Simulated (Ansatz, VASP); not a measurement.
**Au: VASP beside Ansatz**

```xyz
3
Lattice="3.9819 0.0000 0.0000 0.0000 3.9819 0.0000 0.0000 0.0000 3.9819" Properties=species:S:1:pos:R:3 pbc="T T T"
Au    1.9910    0.0000    0.0000
Au    0.0000    1.9910    0.0000
Au    0.0000    0.0000    1.9910
```

The cell was built by a generator and needn't be a form met in nature.

Alike in both runs: task relaxation of cell and atoms; functional PBE; k mesh 7 × 7 × 7; occupations fermi-dirac, width 0.05 eV; no spin polarisation.

|  | VASP | Ansatz |
| --- | --- | --- |
| version | VASP 6.6.1 | Ansatz 0.2.0 |
| potentials or method | VASP PAW PBE potentials, release 54 (Au) | Ansatz PAW |
| plane-wave cutoff (eV) | 600 | 420 |
| valence electrons in the cell | 33 | 57 |

```csv
,VASP,Ansatz,Ansatz less VASP
"gap on the k mesh at the Fermi level, each at its own relaxed structure (eV)",none,none,-
relaxed volume (Å³/atom),21.02,21.05,+0.027
relaxed cell length with the largest relative difference (Å),3.980,3.982,+0.0017
```

A gap of «none» marks a metal or a gap that the smearing closes. The two sets of potentials don't hold the same shells in valence.

Caveats: the plane-wave basis is chosen anew once the cell has moved, so the energies of steps on either side of that aren't comparable (Ansatz). The runs have no spin-orbit coupling, so splittings on Au are missing.
